Each nitrogen atom in this crystal has twelve nearest contacts. When one atom per cell moves along a cube edge, four of its contacts shorten, four lengthen by nearly the same amount, and four lie across the motion and hardly change. To first order the gains and losses cancel. What remains is second order in the displacement, so doubling the step should cost about four times the energy, whichever way the atom moves.

Ansatz 0.2.0 plane-wave PAW DFT (PBEsol, scalar-relativistic, collinear spin, 420 eV cutoff, 4×4×4 k mesh, 0.05 eV Gaussian smearing) for fcc-type nitrogen, 4 atoms per cell, a = 5.849 Å. One atom per cell is displaced, positive along −x, with all else fixed. Energies are relative to the undisplaced cell; pressure is positive in compression.

```tsv
displacement (Å)	energy change (eV a cell)	force along direction (eV/Å summed over the moved atoms)	pressure (GPa)	total moment (Bohr magneton a cell)	gap on mesh (eV)
-0.3	0.001	0.009	0.06	12	3.326
-0.15	0.000	0.004	0.05	12	3.335
0	0.000	0.000	0.05	12	3.337
0.075	0.000	-0.002	0.05	12	3.337
0.225	0.001	-0.007	0.05	12	3.331
0.3	0.001	-0.009	0.06	12	3.327
```

Displacing the atom lowers the symmetry of the crystal. The energy column looks flat near the middle only because it is rounded to a thousandth of an electronvolt. With more digits the cost is 0.32 meV at −0.15 Å and 1.34 meV at −0.3 Å, a little more than fourfold. The force column shows the same bowl more clearly. It changes sign at rest, always points back there, and grows almost in proportion to the displacement.

**Why the bowl is so shallow.** The atoms are about 4.1 Å apart, far beyond any N–N bond length. The total moment of 12 Bohr magnetons in every row amounts to three per atom, which fits free nitrogen atoms with three parallel 2p electrons each. Since the moments of neighbouring atoms are parallel as well, the Pauli principle keeps their electrons from pairing into bonds. What is left is a weak repulsion where the outer tails of the atoms overlap.

**Why it is slightly steeper than a parabola.** Such a repulsion rises roughly exponentially as two atoms approach, so a shortened contact gains more than a lengthened one loses. This imbalance makes the bowl, and because it grows slightly faster than the square of the displacement, the bowl is a little steeper than a parabola. Give each contact an energy $A\,e^{-qu}$, where $u$ is its change in length, $A$ its energy at rest and $q$ the steepness. The cost of a displacement $x$ is then

$$E(x)=4A\left[e^{-qu_1}+e^{-qu_2}+e^{-qu_3}-3\right],$$

with $u_1$, $u_2$ and $u_3$ for the shortened, lengthened and crosswise contacts.

A fit to the energies of all six rows gives $4A$ = 1.63 meV and $q$ = 4.4 Å⁻¹. At 0.3 Å the three exponentials are about 2.48, 0.38 and 0.95, so the bracket is 2.48 + 0.38 + 0.95 − 3 = 0.81. Multiplied by 1.63 meV, this gives 1.3 meV, as computed. That row was part of the fit, so the agreement shows only that the form is suitable. The two constants can partly make up for each other and should not be read as properties of the nitrogen atom.

**What the energies cannot decide.** A different picture, in which every contact rests at the bottom of a shallow well, fits the same energies equally well. The forces on the unmoved atoms separate the two. Repulsion across the line of motion should push the moved atom onward and its crosswise neighbour backward, whereas contacts at the bottom of a well would give almost no such push. The calculation shows the backward force in every displaced row, 0.8 meV/Å at 0.3 Å. The repulsion model has the right direction but gives only 0.5 meV/Å, so the single exponential fitted here does not capture the whole interaction.

**Why the pressure rises.** Squeezing the crystal stiffens the contacts and makes the same displacement more costly, and this appears as extra pressure. At 0.3 Å the rise is 0.0062 GPa; the model, fitted to energies alone, predicts 0.0057 GPa. This agreement does not single out repulsion, because contacts resting in a well that is steeper on its near side would raise the pressure too. The pressure of about 0.05 GPa already present at rest is a weaker test, because the finite plane-wave cutoff may contribute an error of similar size.

**Why the gap narrows.** The gap falls by 2.7 meV at −0.15 Å and by 11 meV at 0.3 Å, again about fourfold. The likely reason is the same imbalance: overlap grows more in the shortened contacts than it shrinks in the lengthened ones, which broadens the bands and brings their edges closer. The gap itself is most naturally read as the exchange splitting between filled and empty 2p states, though no orbital analysis was made to confirm it.

A crystal of N₂ molecules would behave quite differently. There, an atom moved along its bond has one strong partner and no equal partner on the other side. At 0.3 Å the cost would be counted in electronvolts, and compression would cost more than stretching.

**In practice.** For a bowl this shallow and this close to a parabola, use the force column rather than the rounded energies: half the force times the displacement gives the energy to within the rounding. At 0.3 Å that is ½ × 0.009 × 0.3 eV, or about 1.4 meV. Do not carry the stiffness over to real solid nitrogen, which consists of molecules. Even for this atomic crystal it is provisional, because PBEsol lacks the long-range dispersion that matters at such distances, and the parallel arrangement of moments may not be the lowest state. The printed output below gives the fits and the comparisons row by row.

Numerical output:

```
fit of en on 6 rows: coefficient of exp(-s*ua) + exp(-s*ub) + exp(-s*uc) - 3 1.634 +/- 0.0021, s 4.396; rms 0.00213, worst -0.3 -0.00328, leave-one-out rms 0.0041
fit of en on 6 rows: coefficient of (1 - exp(-s*ua))**2 + (1 - exp(-s*ub))**2 + (1 - exp(-s*uc))**2 4.419 +/- 0.0056, s 1.783; rms 0.00214, worst -0.3 -0.00334, leave-one-out rms 0.00412
Energy in meV and forces in meV/A:
    row   energy  repulsion_model  force_moved  model_moved  force_atoms_2_3  force_atom_4  model_atom_4
   -0.3    1.336            1.333          9.3        9.342            -10.1           0.8        0.4953
  -0.15   0.3224           0.3203          4.3        4.328             -4.8           0.4        0.2572
    0.0        0                0            0            0                0             0             0
  0.075  0.07817          0.07928         -2.1       -2.121              2.4          -0.2       -0.1298
  0.225   0.7314           0.7327         -6.7       -6.705              7.3          -0.6       -0.3798
    0.3     1.33            1.333         -9.3       -9.342               10          -0.8       -0.4953
Pressure in GPa:
    row  computed  repulsion_model
   -0.3   0.05567          0.05323
  -0.15   0.05111          0.04893
    0.0   0.04948          0.04756
  0.075   0.04989           0.0479
  0.225   0.05303          0.05069
    0.3   0.05565          0.05323
Curvature 2E/x^2 at -0.15 A, meV/A^2: 28.66
Curvature 2E/x^2 at 0.3 A, mean of both ends, meV/A^2: 29.62
Energy at 0.3 A over energy at 0.15 A (a parabola gives 4): 4.133
Pressure rise at 0.3 A, computed, GPa: 0.006182
Pressure rise at 0.3 A, repulsion model, GPa: 0.005666
Gap drop at 0.3 A, meV: 11
Gap drop at 0.15 A, meV: 2.683
Shortest contact at 0.3 A, in A: 3.929
Model repulsion of a shortened contact at 0.3 A, times that at rest: 2.478
Model repulsion of a lengthened contact at 0.3 A, times that at rest: 0.3847
```
